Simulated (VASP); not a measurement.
A run of VASP 6.6.1 is set up as follows.

The input POSCAR:

```
BaTiO3
1.0
    4.0060000000      0.0000000000      0.0000000000
    0.0000000000      4.0060000000      0.0000000000
    0.0000000000      0.0000000000      4.0060000000
Ba Ti O
1 1 3
Direct
    0.5000000000      0.5000000000      0.5000000000
    0.0000000000      0.0000000000      0.0000000000
    0.0000000000      0.0000000000      0.5000000000
    0.0000000000      0.5000000000      0.0000000000
    0.5000000000      0.0000000000      0.0000000000
```

INCAR.step1

```
SYSTEM = BaTiO3
PREC = Accurate ; ENCUT = 520
EDIFF = 1E-8 ; ISMEAR = 0
SIGMA = 0.02 ; LREAL = .False.
LASPH = .True. ; NELM = 100
ALGO = Normal ; ISIF = 2
LWAVE = .False. ; LCHARG = .False.
LMAXMIX = 4 ; GGA = PE
LEPSILON = .True. ; KPAR = 4
```

KPOINTS.step1

```
Automatic mesh
0
G
  8 8 8
  0 0 0
```

INCAR.step2

```
SYSTEM = BaTiO3
PREC = Accurate ; ENCUT = 520
EDIFF = 1E-5 ; ISMEAR = 0
SIGMA = 0.02 ; LREAL = .False.
LASPH = .True. ; NELM = 100
ALGO = Normal ; ISIF = 2
LWAVE = .True. ; LCHARG = .False.
LMAXMIX = 4 ; GGA = PE
KPAR = 4
```

File KPOINTS.step2:

```
regular mesh
0
Gamma
  4 4 4
  0 0 0
```

INCAR.step3

```
SYSTEM = BaTiO3
PREC = Accurate ; ENCUT = 520
EDIFF = 1E-6 ; ISMEAR = 0
SIGMA = 0.02 ; LREAL = .False.
LASPH = .True. ; NELM = 100
ALGO = Normal ; ISIF = 2
LWAVE = .False. ; LCHARG = .False.
LMAXMIX = 4 ; METAGGA = R2SCAN
LHFCALC = .True. ; AEXX = 0.1483
LMIXTAU = .True. ; PRECFOCK = Fast
HFRCUT = -1 ; ISTART = 1
KPAR = 4
```

KPOINTS.step3

```
regular mesh
0
Gamma
  4 4 4
  0 0 0
```

KPOINTS_OPT

```
path GXMGRX,MR
12
line-mode
reciprocal
 0.0000000000  0.0000000000  0.0000000000  G
 0.0000000000  0.5000000000  0.0000000000  X

 0.0000000000  0.5000000000  0.0000000000  X
 0.5000000000  0.5000000000  0.0000000000  M

 0.5000000000  0.5000000000  0.0000000000  M
 0.0000000000  0.0000000000  0.0000000000  G

 0.0000000000  0.0000000000  0.0000000000  G
 0.5000000000  0.5000000000  0.5000000000  R

 0.5000000000  0.5000000000  0.5000000000  R
 0.0000000000  0.5000000000  0.0000000000  X

 0.5000000000  0.5000000000  0.0000000000  M
 0.5000000000  0.5000000000  0.5000000000  R
```

Potentials or basis: VASP PAW PBE potentials, release 64 (Ba_sv, Ti_sv, O).

The run is started by

```bash
$ cat potpaw_PBE.64/Ba_sv/POTCAR potpaw_PBE.64/Ti_sv/POTCAR potpaw_PBE.64/O/POTCAR > POTCAR
$ cp INCAR.step1 INCAR
$ cp KPOINTS.step1 KPOINTS
$ mpirun -np 4 vasp_std > vasp.out
$ cp INCAR.step2 INCAR
$ cp KPOINTS.step2 KPOINTS
$ mpirun -np 4 vasp_std > vasp.out
$ cp INCAR.step3 INCAR
$ cp KPOINTS.step3 KPOINTS
$ mpirun -np 4 vasp_std > vasp.out
```

Problem. Predict the band gap on the k mesh.

Solution. 3.32 eV, indirect (least direct gap 3.46 eV).

Problem. Predict the band gap along the path.

Solution. 3.32 eV, indirect (least direct gap 3.46 eV).

Problem. What does it give for the pressure?

Solution. -2.0 GPa.

Levels at the corners of the path, in eV from the valence-band top:
| point | band 18 | band 19 | band 20 | band 21 | band 22 | band 23 |
| --- | --- | --- | --- | --- | --- | --- |
| Γ | -0.14 | -0.14 | -0.14 | 3.32 | 3.32 | 3.32 |
| X | -1.89 | -0.76 | -0.76 | 3.48 | 5.15 | 5.15 |
| X | -1.89 | -0.76 | -0.76 | 3.48 | 5.15 | 5.15 |
| M | -0.91 | -0.91 | -0.09 | 5.17 | 5.17 | 5.66 |
| M | -0.91 | -0.91 | -0.09 | 5.17 | 5.17 | 5.66 |
| Γ | -0.14 | -0.14 | -0.14 | 3.32 | 3.32 | 3.32 |
| Γ | -0.14 | -0.14 | -0.14 | 3.32 | 3.32 | 3.32 |
| R | 0.00 | 0.00 | 0.00 | 5.91 | 5.91 | 5.91 |
| R | 0.00 | 0.00 | 0.00 | 5.91 | 5.91 | 5.91 |
| X | -1.89 | -0.76 | -0.76 | 3.48 | 5.15 | 5.15 |
| M | -0.91 | -0.91 | -0.09 | 5.17 | 5.17 | 5.66 |
| R | 0.00 | 0.00 | 0.00 | 5.91 | 5.91 | 5.91 |

Caveat: the PAW data sets were made with another functional, which shifts forces and pressure a little; spin-orbit coupling is left out, which moves the levels of the heavy elements.
